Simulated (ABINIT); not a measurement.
HgTe (Coloradoite):

```
CELL_PARAMETERS angstrom
0.00000 3.21450 3.21450
3.21450 0.00000 3.21450
3.21450 3.21450 0.00000
ATOMIC_POSITIONS crystal
Hg 0.00000 0.00000 0.00000
Te 0.75000 0.75000 0.75000
```

| Property | Result |
| --- | --- |
| Program | ABINIT 10.8.3 (patched build) |
| Task | relaxation of cell and atoms |
| Functional | PBE |
| Potentials or basis | PseudoDojo NC SR PBE v0.4.1 standard |
| Cutoff | 1088 eV |
| k mesh | 5 × 5 × 5 |
| Occupations | fermi-dirac, width 0.05 eV |
| Spin | no spin polarisation |

At the start: pressure 4.8 GPa; volume 33.22 Å³/atom.

Q: How do energy, volume and symmetry change on relaxing?

A: Over 5 steps the energy falls by 49.8 meV/atom and the volume is 36.94 Å³/atom (+11.2 %); space group F-43m (No. 216, to 0.05 Å).

Step by step:
```
step  energy change (eV)  largest force (eV/Å)  pressure (GPa)  volume (Å³)
   1              0.0000                0.0000            4.77        66.43
   2             -0.0265                0.0000            3.97        67.40
   3             -0.0978                0.0000            0.51        72.82
   4             -0.0995                0.0000            0.08        73.73
   5             -0.0995                0.0000            0.00        73.89
```

Final structure:
```xyz
2
Lattice="0.0000 3.3305 3.3305 3.3305 0.0000 3.3305 3.3305 3.3305 0.0000" Properties=species:S:1:pos:R:3 pbc="T T T"
Hg    0.0000    0.0000    0.0000
Te    4.9958    4.9958    4.9958
```

Caveat: the volume moved by +11 % from the deposited cell, more than functionals usually miss.
